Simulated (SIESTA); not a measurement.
**ZnSe (Stilleite): single point with PBE**

**Measured values to compare with.**

From “Alloy Disordering Effects on the Thermal Conductivity and Energy Gap Temperature Dependence of Cd1−xZnxSe Ternary Crystals Grown by the Bridgman Method”, 2023, pmc:10253836, for a bulk crystal of ZnSe at 300 K: band gap 2.695 ± 0.003 eV (an exciton energy, a little under the gap).

Crystal: ZnSe (Stilleite).

```xyz
2
Lattice="0.0000 2.8338 2.8338 2.8338 0.0000 2.8338 2.8338 2.8338 0.0000" Properties=species:S:1:pos:R:3 pbc="T T T"
Se    4.2507    4.2507    4.2507
Zn    0.0000    0.0000    0.0000
```

- Program: SIESTA 5.4.2
- Task: single point
- Functional: PBE
- Potentials or basis: PseudoDojo 0.4 standard (PBE files)
- Basis: DZP (energy shift 0.003 Ry; two zetas on semicore shells)
- Grid cutoff: 800 Ry
- Energy shift: 0.003 Ry
- k mesh: 8 × 8 × 8
- Occupations: fermi-dirac, width 0.05 eV
- Spin: no spin polarisation

| Property | Result |
| --- | --- |
| Pressure | 2.4 GPa |
| Band gap on the k mesh | 1.59 eV, direct |
| Hirshfeld charges | Se -0.54; Zn +0.54 e |
| Voronoi charges | Se -0.51; Zn +0.51 e |

Levels at points of the mesh, in eV from the valence-band top:
```tsv
k point	band 14	band 15	band 16	band 17	band 18	band 19	band 20	band 21	band 22	band 23
(0.00, 0.00, 0.00)	-6.49	-6.49	0.00	0.00	0.00	1.59	6.51	6.51	6.51	12.79
(0.50, 0.00, 0.00)	-6.47	-6.31	-5.20	-0.84	-0.84	3.07	7.07	7.07	9.47	13.85
(0.00, 0.50, 0.00)	-6.47	-6.31	-5.20	-0.84	-0.84	3.07	7.07	7.07	9.47	13.85
(0.50, 0.50, 0.00)	-6.43	-6.29	-4.75	-2.16	-2.16	3.40	4.00	11.15	12.09	12.09
(0.00, 0.00, 0.50)	-6.47	-6.31	-5.20	-0.84	-0.84	3.07	7.07	7.07	9.47	13.85
(0.50, 0.00, 0.50)	-6.43	-6.29	-4.75	-2.16	-2.16	3.40	4.00	11.15	12.09	12.09
(0.00, 0.50, 0.50)	-6.43	-6.29	-4.75	-2.16	-2.16	3.40	4.00	11.15	12.09	12.09
(0.50, 0.50, 0.50)	-6.47	-6.31	-5.20	-0.84	-0.84	3.07	7.07	7.07	9.47	13.85
```

It took 24 s on 1 thread of Arm Neoverse V2, on a shared host, peak memory 0.23 GiB.

A measured gap of ZnSe is 2.695 eV (an exciton energy, a little under the gap; 300 K; “Alloy Disordering Effects on the Thermal Conductivity and Energy Gap Temperature Dependence of Cd1−xZnxSe Ternary Crystals Grown by the Bridgman Method”, 2023, pmc:10253836); the calculated 1.59 eV misses it by -1.11 eV. Spin-orbit coupling on Se is left out. The value is that of PBE in an atomic basis (PseudoDojo 0.4 standard (PBE files), DZP (energy shift 0.003 Ry; two zetas on semicore shells)), whose error adds to the functional's,, without temperature or zero-point motion. Semilocal functionals fall short of measured gaps as a rule.

Caveat: Mulliken charges of long-ranged orbitals can have an unphysical sign; short orbitals over semicore shells can move pressures by several GPa; the valence orbitals were made in a potential fitted to the semicore shell under them, which widens gaps by tenths of an eV or more; the basis of atomic orbitals isn't converged, which shifts pressures, moduli and gaps.
